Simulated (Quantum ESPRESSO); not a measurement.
Crystal: MgSe.

```
Se Mg
1.0
     0.00000    2.72550    2.72550
     2.72550    0.00000    2.72550
     2.72550    2.72550    0.00000
Se Mg
1 1
Direct
  0.50000 0.50000 0.50000
  0.00000 0.00000 0.00000
```

Base run:

* Program: Quantum ESPRESSO 7.5
* Functional: PBE
* Potentials or basis: SSSP 1.3 efficiency PBE
* Cutoff: 748 eV
* Density cutoff: 5987 eV
* k mesh: 8 × 8 × 8
* Occupations: fermi-dirac, width 0.05 eV
* Spin: no spin polarisation

Its results: band gap on the k mesh 1.79 eV, indirect (least direct gap 2.59 eV); pressure 1.8 GPa.

Task: The run is repeated on the same cell with these changes: functional from PBE to WC; occupations from fermi-dirac, width 0.05 eV to fermi-dirac, width 0.025 eV. What comes out?

Result: Band gap on the k mesh 1.79 eV, indirect (least direct gap 2.50 eV); pressure 0.1 GPa.

Caveats: the potentials were made for another functional, which shifts forces and pressure (some runs).

A k mesh can miss the band edges.

Not every run made on this cell is shown here.
